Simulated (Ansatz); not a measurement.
**MnO2: band structure with PBE0**

MnO2:

```xyz
3
Lattice="2.8566 0.0000 0.0000 -1.4283 2.4739 0.0000 0.0000 0.0000 4.6014" Properties=species:S:1:pos:R:3 pbc="T T T"
Mn    0.0000    0.0000    2.3007
O     0.0000    1.6492    3.2499
O     1.4283    0.8246    1.3515
```

Measurements of this composition are mostly on another form, of space group No. 136.

* Program: Ansatz 0.2.0
* Task: band structure
* Functional: PBE0
* Potentials or basis: Ansatz PAW
* Cutoff: 420 eV (not typed: the program's choice for these potentials)
* k mesh: 8 × 8 × 4
* Occupations: fermi-dirac, width 0.05 eV
* Spin: collinear spin, ferromagnetic start
* Starting moments: [4.0, 0.0, 0.0] μB
* Path: [["G", "M", "K", "G", "A", "L", "H", "A"], ["L", "M"], ["K", "H"]]
* Points for each segment of the path: 4

```json
{
 "Pressure": "-3.1 GPa",
 "Largest force": "0.450 eV/Å",
 "Band gap on the k mesh": "4.26 eV, indirect (least direct gap 4.35 eV)",
 "Band gap along the path": "4.36 eV, indirect (least direct gap 4.69 eV)",
 "Net moment": "3.00 μB per cell",
 "Absolute moment": "3.25 μB per cell",
 "Site moments": "Mn +2.69; O -0.03 μB"
}
```

Forces in eV/Å, atoms in the order of the input:
```
Mn   0.000  0.000  0.000
O    0.000  0.000 -0.450
O    0.000  0.000  0.450
```

Stress tensor (GPa, compression positive):
```
-3.65  0.00  0.00
 0.00 -3.65  0.00
 0.00  0.00 -2.05
```

Levels at the corners of the path, in eV from the valence-band top:
Spin up:
| point | band 13 | band 14 | band 15 | band 16 | band 17 | band 18 |
| --- | --- | --- | --- | --- | --- | --- |
| Γ | -0.48 | -0.48 | -0.32 | 5.69 | 5.69 | 10.30 |
| M | -2.25 | -1.76 | -1.41 | 4.87 | 5.63 | 15.03 |
| K | -2.00 | -1.19 | -1.19 | 4.71 | 4.71 | 16.48 |
| Γ | -0.48 | -0.48 | -0.32 | 5.69 | 5.69 | 10.30 |
| A | -0.53 | -0.53 | -0.46 | 5.76 | 5.76 | 12.42 |
| L | -2.15 | -1.70 | -1.08 | 4.92 | 5.52 | 14.15 |
| H | -2.32 | -1.42 | -1.42 | 5.03 | 5.03 | 15.95 |
| A | -0.53 | -0.53 | -0.46 | 5.76 | 5.76 | 12.42 |
| L | -2.15 | -1.70 | -1.08 | 4.92 | 5.52 | 14.15 |
| M | -2.25 | -1.76 | -1.41 | 4.87 | 5.63 | 15.03 |
| K | -2.00 | -1.19 | -1.19 | 4.71 | 4.71 | 16.48 |
| H | -2.32 | -1.42 | -1.42 | 5.03 | 5.03 | 15.95 |
Spin down:
```csv
point,band 10,band 11,band 12,band 13,band 14,band 15
Γ,-0.63,-0.63,-0.28,4.56,4.56,6.31
M,-2.56,-2.33,-1.68,4.76,5.47,5.79
K,-2.31,-2.31,-2.09,4.98,5.79,5.79
Γ,-0.63,-0.63,-0.28,4.56,4.56,6.31
A,-1.69,-0.68,-0.68,4.55,4.55,6.41
L,-2.43,-2.22,-0.98,4.77,5.45,5.79
H,-2.40,-2.10,-2.10,5.08,5.82,5.82
A,-1.69,-0.68,-0.68,4.55,4.55,6.41
L,-2.43,-2.22,-0.98,4.77,5.45,5.79
M,-2.56,-2.33,-1.68,4.76,5.47,5.79
K,-2.31,-2.31,-2.09,4.98,5.79,5.79
H,-2.40,-2.10,-2.10,5.08,5.82,5.82
```

Run time: 110 s on 1 × NVIDIA H100 80GB HBM3 with 2 threads of AMD EPYC 7R13 Processor (Zen 3), with other jobs on the host, peak memory 2.3 GiB.

Caveat: the magnetic or orbital state may not be the lowest; the pressure holds a Pulay correction of +0.6 GPa for the finite cutoff; a cell with one magnetic atom can't hold antiferromagnetic order, which such compounds often take; the PAW data sets come from PBE, with cores solved anew for the run's functional, which leaves a small shift of forces and pressure; the thresholds are loose for stress.
